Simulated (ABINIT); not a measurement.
# BN (P6_3mc) in ABINIT: further runs

Runs on BN. Level: PBEsol. Tasks: relaxation of cell and atoms, single point.

Everything below comes from runs of ABINIT 10.8.3 (patched build). Logs are shortened: lines on timing, memory, paths and dates and some standing lists are left out, and cuts for length are marked. The log counts tension as positive stress, the text compression.

### 1 Starting point

Symmetry: P6_3mc, No. 186, hexagonal system. The conventional cell has a = 2.554 Å, b = 2.554 Å, c = 4.227 Å, α = 90.00°, β = 90.00°, γ = 120.00°. N (site symmetry 3m) is surrounded by 4 B at 1.57 to 1.58 Å. B (site symmetry 3m) has 4 N at 1.57 to 1.58 Å as nearest neighbours.

Measurements of this composition are mostly on another form, of space group No. 194.

### 2 Relaxation of cell and atoms, PBEsol

File run.abi:

```
# Pseudopotentials
pp_dirpath "./"
pseudos "N.upf, B.upf"

# Structure
acell 3*1.0
rprim
     4.8262463860     0.0000000000     0.0000000000
    -2.4131231931     4.1796519752     0.0000000000
     0.0000000000     0.0000000000     7.9875983185
ntypat 2
znucl 7 5
natom 4
typat 1 1 2 2
chkprim 0
chksymtnons 0
tolsym 1.0e-6
xred
            1/3            2/3   0.1252760000
            2/3            1/3   0.6252760000
            1/3            2/3   0.4997240000
            2/3            1/3   0.9997240000

# Plane-wave basis
ecut 42.0
ecutsm 0.5

# k points
kptopt 1
ngkpt 9 9 4
nshiftk 1
shiftk 0.0 0.0 0.0

# Exchange and correlation
ixc -116133

# Bands and occupations
nband 12
occopt 3
tsmear 0.05 eV

# SCF cycle
nstep 80
tolvrs 1.0e-12

# Output
iomode 3
prteig 0
prtebands 0
prtwf 0
prtden 0

# Relaxation
ionmov 2
optcell 2
ntime 50
tolmxf 2.0e-5
dilatmx 1.08
```

Potentials or basis: PseudoDojo NC SR PBEsol v0.4.1 standard.

Started as:

```console
$ abinit run.abi > log 2>&1
```

run.abo:

```text
.Version 10.8.3 of ABINIT
 Symmetries : space group P6_3 m c (#186); Bravais hP (primitive hexag.)
================================================================================
 Values of the parameters that define the memory need of the present run
     intxc =       0    ionmov =       2      iscf =       7    lmnmax =       4
     lnmax =       4     mgfft =      54  mpssoang =       2    mqgrid =    3001
     natom =       4  nloc_mem =       1    nspden =       1   nspinor =       1
    nsppol =       1      nsym =      12    n1xccc =    2501    ntypat =       2
    occopt =       3   xclevel =       2
       mpw =        2653          nfft =       55296          nkpt =          36
================================================================================
================================================================================

--------------------------------------------------------------------------------
------------- Echo of variables that govern the present computation ------------
--------------------------------------------------------------------------------
 -outvars: echo values of preprocessed input variables --------
            acell      1.0000000000E+00  1.0000000000E+00  1.0000000000E+00 Bohr
              amu      1.40067400E+01  1.08110000E+01
          chkprim           0
      chksymtnons           0
          dilatmx      1.08000000E+00
             ecut      4.20000000E+01 Hartree
           ecutsm      5.00000000E-01 Hartree
           ionmov           2
              ixc     -116133
         kptrlatt        9    0    0      0    9    0      0    0    4
          kptrlen      3.19503933E+01
            natom           4
            nband          12
            ngfft          32      32      54
             nkpt          36
            nstep          80
             nsym          12
            ntime          50
           ntypat           2
           occopt           3
          optcell           2
           prtden           0
        prtebands           0
           prteig           0
            prtwf           0
            rprim      4.8262463860E+00  0.0000000000E+00  0.0000000000E+00
                      -2.4131231931E+00  4.1796519752E+00  0.0000000000E+00
                       0.0000000000E+00  0.0000000000E+00  7.9875983185E+00
          spgroup         186
           tolmxf      2.00000000E-05
           tolsym      1.00000000E-06
           tolvrs      1.00000000E-12
           tsmear      1.83746611E-03 Hartree
            typat      1  1  2  2
           xangst     -3.5278476816E-11  1.4745177155E+00  5.2952348662E-01
                       1.2769698000E+00  7.3725885776E-01  2.6429509852E+00
                      -3.5278476816E-11  1.4745177155E+00  2.1122608866E+00
                       1.2769698000E+00  7.3725885776E-01  4.2256883852E+00
            xcart     -6.6666659322E-11  2.7864346501E+00  1.0006543669E+00
                       2.4131231930E+00  1.3932173251E+00  4.9944535262E+00
                      -6.6666659322E-11  2.7864346501E+00  3.9915945821E+00
                       2.4131231930E+00  1.3932173251E+00  7.9853937414E+00
             xred      3.3333333333E-01  6.6666666667E-01  1.2527600000E-01
                       6.6666666667E-01  3.3333333333E-01  6.2527600000E-01
                       3.3333333333E-01  6.6666666667E-01  4.9972400000E-01
                       6.6666666667E-01  3.3333333333E-01  9.9972400000E-01
            znucl        7.00000    5.00000

================================================================================

 chkinp: Checking input parameters for consistency.

================================================================================
== DATASET  1 ==================================================================

--- !DatasetInfo
iteration_state: {dtset: 1, }
dimensions: {natom: 4, nkpt: 36, mband: 12, nsppol: 1, nspinor: 1, nspden: 1, mpw: 2653, }
cutoff_energies: {ecut:  42.0, pawecutdg:  -1.0, }
electrons: {nelect:   1.60000000E+01, charge:   0.00000000E+00, occopt:   3.00000000E+00, tsmear:   1.83746611E-03, }
meta: {optdriver: 0, ionmov: 2, optcell: 2, iscf: 7, paral_kgb: 0, }
...

 Real(R)+Recip(G) space primitive vectors, cartesian coordinates (Bohr,Bohr^-1):
 R(1)=  4.8262464  0.0000000  0.0000000  G(1)=  0.2072004  0.1196272  0.0000000
 R(2)= -2.4131232  4.1796520  0.0000000  G(2)=  0.0000000  0.2392544  0.0000000
 R(3)=  0.0000000  0.0000000  7.9875983  G(3)=  0.0000000  0.0000000  0.1251941
 Unit cell volume ucvol=  1.6112607E+02 bohr^3
 Angles (23,13,12)=  9.00000000E+01  9.00000000E+01  1.20000000E+02 degrees

 getcut: wavevector=  0.0000  0.0000  0.0000  ngfft=  32  32  54
         ecut(hartree)=     48.989   => boxcut(ratio)=   2.10439

--- Pseudopotential description ------------------------------------------------
- pspini: atom type   1  psp file is ./N.upf
   7.00000   5.00000  180301                  znucl, zion, pspdat
12 -116133 1 -1 1058                          pspcod,pspxc,lmax,lloc,mmax
     nproj     2     2

- pspini: atom type   2  psp file is ./B.upf
   5.00000   3.00000  180301                  znucl, zion, pspdat
12 -116133 1 -1 1534                          pspcod,pspxc,lmax,lloc,mmax
     nproj     2     2

   2.70932157E+02                                ecore*ucvol(ha*bohr**3)
--------------------------------------------------------------------------------

================================================================================

=== [ionmov= 2] Broyden-Fletcher-Goldfarb-Shanno method (forces)
================================================================================

--- Iteration: ( 1/50) Internal Cycle: (1/1)
--------------------------------------------------------------------------------

---SELF-CONSISTENT-FIELD CONVERGENCE--------------------------------------------

--- !BeginCycle
iteration_state: {dtset: 1, itime: 1, icycle: 1, }
solver: {iscf: 7, nstep: 80, nline: 4, wfoptalg: 0, }
tolerances: {tolvrs: 1.00E-12, }
...

     iter   Etot(hartree)      deltaE(h)  residm     vres2
 ETOT  1  -26.656238656228    -2.666E+01 1.001E-01 2.947E+02
 ETOT  2  -26.689739233466    -3.350E-02 1.742E-02 1.950E+02
 ETOT  3  -26.741123726873    -5.138E-02 1.700E-02 1.190E+00
 ETOT  4  -26.741453732287    -3.300E-04 1.007E-02 2.048E-02
 ETOT  5  -26.741457673362    -3.941E-06 8.285E-03 1.707E-04
 ETOT  6  -26.741457706824    -3.346E-08 3.764E-03 9.194E-07
 ETOT  7  -26.741457706966    -1.426E-10 3.254E-03 2.830E-08
 ETOT  8  -26.741457706971    -4.960E-12 8.400E-04 2.487E-10
 ETOT  9  -26.741457706971    -5.684E-14 6.035E-04 4.448E-12
 ETOT 10  -26.741457706971    -1.066E-13 3.259E-04 1.910E-14
[... 504 lines left out ...]
 -1.88485165620807E-27  8.07793566946316E-28 -1.03599137718270E-05
  8.07793566946316E-28 -1.88485165620807E-27  1.03599137718270E-05
  8.07793566946316E-28  2.42338070083895E-27  1.03599137718270E-05
 Scale of Primitive Cell (acell) [bohr]
  4.80465505382732E+00  4.80465505387810E+00  7.94622376800932E+00
 Real space primitive translations (rprimd) [bohr]
  4.80465505382732E+00  0.00000000000000E+00  0.00000000000000E+00
 -2.40232752701321E+00  4.16095333303691E+00  0.00000000000000E+00
  0.00000000000000E+00  0.00000000000000E+00  7.94622376800932E+00
 Unitary Cell Volume (ucvol) [Bohr^3]=  1.58860472185504E+02
 Angles (23,13,12)= [degrees]
  9.00000000000000E+01  9.00000000000000E+01  1.20000000001021E+02
 Lengths [Bohr]
  4.80465505382732E+00  4.80465505387810E+00  7.94622376800932E+00
 Stress tensor in cartesian coordinates (strten) [Ha/bohr^3]
 -3.92974152749886E-08  2.56853370842871E-13  0.00000000000000E+00
  2.56853370842871E-13 -3.92974212459068E-08  0.00000000000000E+00
  0.00000000000000E+00  0.00000000000000E+00 -5.27446133713472E-08
 Total energy (etotal) [Ha]= -2.67416656294261E+01

 Difference of energy with previous step (new-old):
           Absolute (Ha)=-1.90300E-09
           Relative     =-7.11622E-11

 At Broyd/MD step   5, gradients are converged :
  max grad (force/stress) = 5.2745E-06 < tolmxf= 2.0000E-05 ha/bohr (free atoms)

================================================================================

 ----iterations are completed or convergence reached----

 Mean square residual over all n,k,spin=   42.757E-11; max=  77.041E-09
 reduced coordinates (array xred) for    4 atoms
       0.333333333333      0.666666666667      0.125276653590
       0.666666666667      0.333333333333      0.625276653590
       0.333333333333      0.666666666667      0.499723346410
       0.666666666667      0.333333333333      0.999723346410
 rms dE/dt=  5.9834E-06; max dE/dt=  1.0083E-05; dE/dt below (all hartree)
    1       0.000000000000     -0.000000000000     -0.000010637051
    2      -0.000000000000      0.000000000000     -0.000010637051
    3       0.000000000000     -0.000000000000      0.000010082777
    4       0.000000000000      0.000000000000      0.000010082777

 cartesian coordinates (angstrom) at end:
    1     -0.00000000003512     1.46792111865349     0.52678338341706
    2      1.27125697948768     0.73396055932674     2.62926364737386
    3     -0.00000000003512     1.46792111865349     2.10131694652894
    4      1.27125697948768     0.73396055932674     4.20379721048575

 cartesian forces (hartree/bohr) at end:
    1     -0.00000000000000     0.00000000000000     0.00000130375309
    2      0.00000000000000     0.00000000000000     0.00000130375309
    3     -0.00000000000000     0.00000000000000    -0.00000130375309
    4     -0.00000000000000    -0.00000000000000    -0.00000130375309
 frms,max,avg= 7.5272220E-07 1.3037531E-06   0.000E+00  0.000E+00  3.488E-08 h/b

 cartesian forces (eV/Angstrom) at end:
    1     -0.00000000000000     0.00000000000000     0.00006704167929
    2      0.00000000000000     0.00000000000000     0.00006704167929
    3     -0.00000000000000     0.00000000000000    -0.00006704167929
    4     -0.00000000000000    -0.00000000000000    -0.00006704167929
 frms,max,avg= 3.8706532E-05 6.7041679E-05   0.000E+00  0.000E+00  1.793E-06 e/A
 length scales=  4.804655053827  4.804655053878  7.946223768009 bohr
              =  2.542513959010  2.542513959037  4.204960527914 angstroms
 Fermi (or HOMO) energy (hartree) =   0.35795   Average Vxc (hartree)=  -0.48243
 Eigenvalues (hartree) for nkpt=  36  k points:
 kpt#   1, nband= 12, wtk=  0.00309, kpt=  0.0000  0.0000  0.0000 (reduced coord)
  -0.44165   -0.28617   -0.09568    0.23154    0.23154    0.29999    0.31035    0.31035
   0.61867    0.61867    0.62725    0.66244
      occupation numbers for kpt#   1
   2.00000    2.00000    2.00000    2.00000    2.00000    2.00000    2.00000    2.00000
   0.00000    0.00000    0.00000    0.00000
 prteigrs : prtvol=0 or 1, do not print more k-points.

--- !EnergyTerms
iteration_state     : {dtset: 1, itime: 5, icycle: 1, }
comment             : Components of total free energy in Hartree
kinetic             :  1.87792574555890E+01
hartree             :  3.55902338028227E+00
xc                  : -8.67455081429802E+00
Ewald energy        : -2.63384114225724E+01
psp_core            :  1.70547244152963E+00
local_psp           : -1.36198964271436E+01
non_local_psp       : -2.15256024281296E+00
internal            : -2.67416656294261E+01
'-kT*entropy'       : -2.10845995362579E-15
total_energy        : -2.67416656294261E+01
total_energy_eV     : -7.27677792303187E+02
band_energy         :  2.21354818110112E-01
...

 rms coord change=  3.7735E-07   atom, delta coord (reduced):
     1        0.000000000000      0.000000000000      0.000000653590
     2        0.000000000000      0.000000000000      0.000000653590
     3        0.000000000000      0.000000000000     -0.000000653590
     4        0.000000000000      0.000000000000     -0.000000653590

 Cartesian components of stress tensor (hartree/bohr^3)
  sigma(1 1)= -3.92974153E-08  sigma(3 2)=  0.00000000E+00
  sigma(2 2)= -3.92974212E-08  sigma(3 1)=  0.00000000E+00
  sigma(3 3)= -5.27446134E-08  sigma(2 1)=  2.56853371E-13

-Cartesian components of stress tensor (GPa)         [Pressure=  1.2880E-03 GPa]
- sigma(1 1)= -1.15616987E-03  sigma(3 2)=  0.00000000E+00
- sigma(2 2)= -1.15617005E-03  sigma(3 1)=  0.00000000E+00
- sigma(3 3)= -1.55180010E-03  sigma(2 1)=  7.55688707E-09

== END DATASET(S) ==============================================================
================================================================================

 -outvars: echo values of variables after computation  --------
            acell      4.8046550538E+00  4.8046550539E+00  7.9462237680E+00 Bohr
           etotal     -2.6741665629E+01
            fcart     -5.6042425377E-29  2.9120498439E-28  1.3037530875E-06
                       3.9229697764E-28  3.2356109387E-29  1.3037530875E-06
                      -1.6812727613E-28  3.5591720315E-28 -1.3037530875E-06
                      -1.6812727613E-28 -6.7947829693E-28 -1.3037530875E-06
            rprim      1.0000000000E+00  0.0000000000E+00  0.0000000000E+00
                      -5.0000000002E-01  8.6602540378E-01  0.0000000000E+00
                       0.0000000000E+00  0.0000000000E+00  1.0000000000E+00
           strten     -3.9297415275E-08 -3.9297421246E-08 -5.2744613371E-08
                       0.0000000000E+00  0.0000000000E+00  2.5685337084E-13
           xangst     -3.5120554701E-11  1.4679211187E+00  5.2678338342E-01
                       1.2712569795E+00  7.3396055933E-01  2.6292636474E+00
                      -3.5120554701E-11  1.4679211187E+00  2.1013169465E+00
                       1.2712569795E+00  7.3396055933E-01  4.2037972105E+00
             xred      3.3333333333E-01  6.6666666667E-01  1.2527665359E-01
                       6.6666666667E-01  3.3333333333E-01  6.2527665359E-01
                       3.3333333333E-01  6.6666666667E-01  4.9972334641E-01
                       6.6666666667E-01  3.3333333333E-01  9.9972334641E-01
 Calculation completed.
```

Wall time 98 s (1 thread of Arm Neoverse V2, shared host); peak memory 0.09 GiB.

Results:

```yaml
Free_energy: -727.6778 eV
Relaxed_volume: 5.89 Å³/atom
Relaxed_cell: a = 2.543 Å, b = 2.543 Å, c = 4.205 Å, α = 90.00°, β = 90.00°, γ = 120.00°
Space_group_after_relaxing_to_0.05_Å: P6_3mc (No. 186)
Energy_gained_by_relaxing: 1.4 meV/atom
Ionic_steps: 5
Pressure_after_relaxing: 0.0 GPa
Band_gap_on_the_k_mesh: 5.02 eV, indirect (least direct gap 8.26 eV)
```

Step by step:
| step | energy change (eV) | largest force (eV/Å) | pressure (GPa) | volume (Å³) |
| --- | --- | --- | --- | --- |
| 1 | 0.0000 | 0.0095 | -5.32 | 23.88 |
| 2 | -0.0055 | 0.0063 | 0.84 | 23.49 |
| 3 | -0.0057 | 0.0021 | -0.01 | 23.54 |
| 4 | -0.0057 | 0.0011 | 0.00 | 23.54 |
| 5 | -0.0057 | 0.0001 | 0.00 | 23.54 |

Final structure:
```yaml
crystal:
  lattice:
    - [2.54251, 0.00000, 0.00000]
    - [-1.27126, 2.20188, 0.00000]
    - [0.00000, 0.00000, 4.20496]
  atoms:
    - { symbol: N, position: [0.33333, 0.66667, 0.12528] }
    - { symbol: N, position: [0.66667, 0.33333, 0.62528] }
    - { symbol: B, position: [0.33333, 0.66667, 0.49972] }
    - { symbol: B, position: [0.66667, 0.33333, 0.99972] }
```

Caveat: an odd mesh through Γ misses points on the zone boundary, where band edges often lie. Expect the measured gap to be larger: semilocal functionals such as PBEsol lack the derivative discontinuity.

### 3 Single point, PBEsol (cell relaxed)

File run.abi:

```
# Pseudopotentials
pp_dirpath "./"
pseudos "N.upf, B.upf"

# Structure
acell 2.54251396 2.542513961 4.20496053 Angstrom
rprim
     1.0000000000     0.0000000000     0.0000000000
    -0.4999999998     0.8660254039     0.0000000000
     0.0000000000     0.0000000000     1.0000000000
ntypat 2
znucl 7 5
natom 4
typat 1 1 2 2
xred
     0.3333333300     0.6666666700     0.1252766500
     0.6666666700     0.3333333300     0.6252766500
     0.3333333300     0.6666666700     0.4997233500
     0.6666666700     0.3333333300     0.9997233500
chkprim 0
chksymtnons 0
tolsym 1.0e-6

# Plane-wave basis
ecut 1142.878222 eV

# k points
kptopt 1
ngkpt 9 9 4
nshiftk 1
shiftk 0.0 0.0 0.0

# Exchange and correlation
ixc -116133

# Bands and occupations
nband 12
occopt 3
tsmear 0.05 eV

# SCF cycle
nstep 100
tolvrs 1.0e-10

# Output
iomode 3
prtwf 0
prtden 0
prteig 0
prtebands 0
enunit 1
```

Potentials or basis: PseudoDojo NC SR PBEsol v0.4.1 standard.

Started as:

```console
$ abinit run.abi > log 2>&1
```

It took 18 s on 1 thread of Arm Neoverse V2, shared host; peak memory 0.07 GiB.

Results (log left out):

| Quantity | Value |
| --- | --- |
| Free energy | -727.6778 eV |
| Pressure | 0.0 GPa |
| Band gap on the k mesh | 5.02 eV, indirect (least direct gap 8.26 eV) |
| All electrons inside the program's atomic spheres | N 5.74; B 3.30 |

Levels at points of the mesh, in eV from the valence-band top:
```tsv
k point	band 6	band 7	band 8	band 9	band 10	band 11
(0.00, 0.00, 0.00)	-0.28	0.00	0.00	8.39	8.39	8.62
(0.00, 0.00, 0.50)	-1.19	-1.19	-1.19	9.52	9.53	9.95
```

Caveat: an odd mesh through Γ misses points on the zone boundary, where band edges often lie.
